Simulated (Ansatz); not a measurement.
# MgB2 (Fd-3m) in Ansatz: reference runs

Reference runs on MgB2: the cell as given and a disturbed copy, then over a range of volumes.

Program: Ansatz 0.2.0. These are calculated values, not measurements. Logs are shortened: lines on timing, memory, paths and dates and some standing lists are left out, and cuts for length are marked.

## 1. The structure

It takes space group Fd-3m (No. 227, cubic). Conventional cell: a = 5.987 Å, b = 5.987 Å, c = 5.987 Å, α = 90.00°, β = 90.00°, γ = 90.00°. Mg (site symmetry -43m) is surrounded by 12 B at 2.48 Å and 4 Mg at 2.59 Å. Around B (site symmetry -3m) lie 6 B at 2.12 Å.

The cell was built by a generator and needn't be a form met in nature.

## 2. Single point, PBE

input.yaml

```yaml
crystal:
  lattice:
    - [0.0, 2.99364, 2.99364]
    - [2.99364, 0.0, 2.99364]
    - [2.99364, 2.99364, 0.0]
  atoms:
    - { symbol: Mg, position: [0.0, 0.0, 0.0] }
    - { symbol: Mg, position: [0.25, 0.25, 0.25] }
    - { symbol: B, position: [0.625, 0.125, 0.625] }
    - { symbol: B, position: [0.625, 0.625, 0.125] }
    - { symbol: B, position: [0.125, 0.625, 0.625] }
    - { symbol: B, position: [0.625, 0.625, 0.625] }
hamiltonian:
  xc: pbe
  pseudopotentials: { kind: paw }
kpoints:
  mp_grid: { grid: [8, 8, 8] }
scf:
  occupations: { method: fermi_dirac, width: 0.05 }
output:
  forces: true
  stress: true
  eigenvalues: true
  write_density: true
  write_potential: true
  elf: true
  volumetric_format: npy
```

Potentials or basis: Ansatz PAW.

On the command line:

```sh
> ansatz run input.yaml --threads 2 --pin off --max-ram 5120MiB --backend cpu --events-out ev --progress --plain --runs-dir out
```

The program printed:

```text
Warning: RAYON_NUM_THREADS=2 ignored (pool sized by the plan → 2); use --threads N
Engine: ansatz 0.2.0, x86_64-unknown-linux-gnu
Pseudopotentials: kind: paw
Pseudopotential: Mg, paw, valence charge 10, recommended cutoff 420 eV (normal), Mg.paw.azcp
Pseudopotential: B, paw, valence charge 3, recommended cutoff 420 eV (normal), B.paw.azcp
Functional definition: PBE
  parameter kappa = 0.804
  parameter beta = 0.06672455060314922
  exchange = pbe_x(kappa = kappa, mu = beta*pi^2/3)
  correlation = pbe_c(beta = beta)
Crystal: 6 atoms, lattice volume = 53.657 Å³
Basis set: ecut = 420 eV, 1067 PW (Γ), exchange–correlation on 60×60×60 points (8 copies of the dense FFT grid, shifted against one another)
Bands: 22, of which v1, the nominal top of the filled ones, is band 16 counted from 1 (15 counted from 0)
Symmetry: 48 space group operations
Space group: Fd-3m (ITA 227), of the structure as read, at distance tolerance 3.8e-5 Å
k-points: 29 of 512
Non-local potential: Mg, projectors of the file, l = 0: 3, l = 1: 2, l = 2: 1
Non-local potential: B, projectors of the file, l = 0: 2, l = 1: 2, l = 2: 1
PAW form: soft (Blöchl's): semilocal exchange-correlation on the pseudo side does not see the compensation charge
PAW one-centre angular grid: Mg, 110 points (default); XC on 64 Gauss nodes
PAW one-centre angular grid: B, 110 points (default); XC on 64 Gauss nodes
Initial density: superposition of atomic densities (neutral atoms: chi_scale 0, normalization atom), corrected by the library's trained network
Initial wavefunctions: pseudopotential atomic-orbital guess
Functional: x = pbe(κ = 0.804, μ = 0.2195149727645171), c = pbe(β = 0.06672455060314922)
SCF iter   1: F=—  HF=-4466.724420 eV  |F-HF|=—  |Δ(HF+E_count)|=         —  Δρ=4.40e-3  dr2=7.78e-3  ethr=1.77e-3  ⟨swp⟩=6.0  Hψ=3004  notcnv=0
preconditioner: auto → Kerker (q_TF=auto, 2.503 Å⁻¹)  [metal: Δε(μ)=0.092 eV  Ē_g=9.789 eV  σ=0.050 eV  W_gap=0.37  n_scr=14 (ndim 8)  ℏωp=20.3 eV  f_vac=0.000  D(μ)=1.72/eV (n_scr^D=14)]
SCF iter   2: F=—  HF=-4466.722797 eV  |F-HF|=—  |Δ(HF+E_count)|=   1.62e-3  Δρ=2.70e-3  dr2=3.02e-3  ethr=2.43e-5  ⟨swp⟩=1.0  Hψ=870  notcnv=0  defer=7
SCF iter   3: F=—  HF=-4466.722004 eV  |F-HF|=—  |Δ(HF+E_count)|=   7.93e-4  Δρ=4.27e-4  dr2=3.57e-5  ethr=9.43e-6  ⟨swp⟩=2.3  Hψ=841  notcnv=0  defer=7
SCF iter   4: F=—  HF=-4466.721960 eV  |F-HF|=—  |Δ(HF+E_count)|=   4.44e-5  Δρ=1.61e-4  dr2=5.57e-6  ethr=1.11e-7  ⟨swp⟩=2.0  Hψ=885  notcnv=0  defer=7
SCF iter   5: F=—  HF=-4466.721959 eV  |F-HF|=—  |Δ(HF+E_count)|=   8.36e-7  Δρ=5.22e-5  dr2=5.78e-7  ethr=1.74e-8  ⟨swp⟩=2.1  Hψ=1071  notcnv=0  defer=7
SCF iter   6: F=-4466.721958 eV  HF=-4466.721958 eV  |F-HF|=5.28e-8  |Δ(HF+E_count)|=   8.48e-7  Δρ=9.51e-6  dr2=3.25e-8  ethr=3.13e-10  ⟨swp⟩=9.8  Hψ=4671  notcnv=0
SCF 1 converged in 6 iterations: F = -4466.721958 eV  dr2 = 3.25e-8
  Residual-converged pass: ⟨swp⟩=1.0  Hψ=754  notcnv=0  max |occ|·‖R‖ = 6.9e-9 eV (tolerance 1.0e-8 eV)  dr2=3.25e-8  dr2_onsite=2.85e-8  max |Δocc| = 2.0e-11
SCF converged after 6 iterations
Free energy (F): -4466.721958 eV
Harris-Foulkes:  -4466.721958 eV  (|F-HF|=5.28e-8)
Internal energy: -4466.708889 eV  (E = F + TS)
E sigma→0 (E₀):  -4466.715423 eV
Entropy (-TS):   -0.013069 eV (-2.178 meV/atom)
Fermi energy:    11.312543 eV
--- Per-component energies (eV) ---
  E_band       = -544.605896
  E_kinetic    = 338.763428
  E_local      = -2985.811931  (includes V_loc(G=0)·N_el)
  E_nonlocal   = 236.862820
  E_hartree    = 1077.492738
  E_xc         = -187.068053
  E_vxc        = -228.460125  (∫ρ·V_xc dr)
  E_paw        = -895.946732  (= ΣΔE_a)
  E_vpaw       = -60.957187  (= ΣTr[D̂ρ^β])
  E_aug_tail   = -0.000016  (compensation charges beyond the density's cutoff)
  E_ewald      = -2051.001142
  E_smearing   = -0.013069  (= −TS)
  E_closure    = -0.000000  (closes the sum)
  Σ components = -4466.721958   (vs F -4466.721958, Δ=0.00e0)
--- Forces (eV/Å), atoms counted from 1 ---
  atom   1  Mg     0.00000000     0.00000000     0.00000000
  atom   2  Mg     0.00000000     0.00000000    -0.00000000
  atom   3  B      0.00000000     0.00000000     0.00000000
  atom   4  B      0.00000000    -0.00000000     0.00000000
  atom   5  B      0.00000000    -0.00000000     0.00000000
  atom   6  B      0.00000000    -0.00000000    -0.00000000
  max |Σ_I F_I| component: 1.04e-17 eV/Å
--- Stress (GPa, compression-positive) ---
        0.227442       0.000000       0.000000
        0.000000       0.227442       0.000000
        0.000000      -0.000000       0.227442
  P = ⅓ Tr σ = 0.2274 GPa (2.274 kbar)
--- Band table (eV; the first three rows and the last of 29) ---
  k-point 0: bands = ["-64.4760", "-64.4434", "-31.2603", "-31.2603", "-31.2603", "-31.1833", "-31.1833", "-31.1833", "-2.7778", "4.4514", "6.7077", "6.7077", "6.7077", "8.7849", "8.7849", "8.7849", "9.4258", "9.4258", "12.8193", "15.4420", "15.4420", "15.4420"]
  k-point 1: bands = ["-64.4751", "-64.4443", "-31.2618", "-31.2618", "-31.2604", "-31.1837", "-31.1819", "-31.1819", "-2.6199", "4.0530", "5.8984", "6.6064", "6.6064", "8.6483", "8.6483", "9.6540", "9.6540", "9.8733", "13.3935", "15.1962", "16.0426", "16.0426"]
  k-point 2: bands = ["-64.4726", "-64.4468", "-31.2652", "-31.2652", "-31.2606", "-31.1846", "-31.1786", "-31.1786", "-2.1574", "2.8424", "5.2514", "6.4662", "6.4662", "8.0927", "8.0927", "10.5586", "10.5586", "11.3881", "14.3861", "15.4300", "17.5094", "17.5094"]
  k-point 28: bands = ["-64.4597", "-64.4597", "-31.2794", "-31.2794", "-31.2229", "-31.2229", "-31.1659", "-31.1659", "0.4533", "0.4533", "3.1824", "3.1824", "8.0118", "8.0118", "9.7829", "9.7829", "13.9098", "13.9098", "15.9424", "15.9424", "18.6044", "18.6044"]
```

It took 0.89 s on 2 threads of Intel Xeon Platinum 8559C (Emerald Rapids), shared host; peak memory 0.39 GiB.

Results:

```
Free energy            : -4466.7220 eV
Pressure               : 0.2 GPa
Band gap on the k mesh : none (metal or under the smearing width)
```

Levels at points of the mesh, in eV from the Fermi level:
| k point | band 14 | band 15 | band 16 | band 17 | band 18 | band 19 |
| --- | --- | --- | --- | --- | --- | --- |
| (0.00, 0.00, 0.00) | -2.53 | -2.53 | -2.53 | -1.89 | -1.89 | 1.51 |
| (0.00, 0.00, -0.50) | -4.05 | -4.05 | 1.43 | 1.43 | 1.49 | 3.64 |
| (0.00, -0.50, -0.50) | -5.94 | 1.82 | 1.82 | 2.20 | 2.20 | 3.43 |

(Part 1 of 2 ends here.)
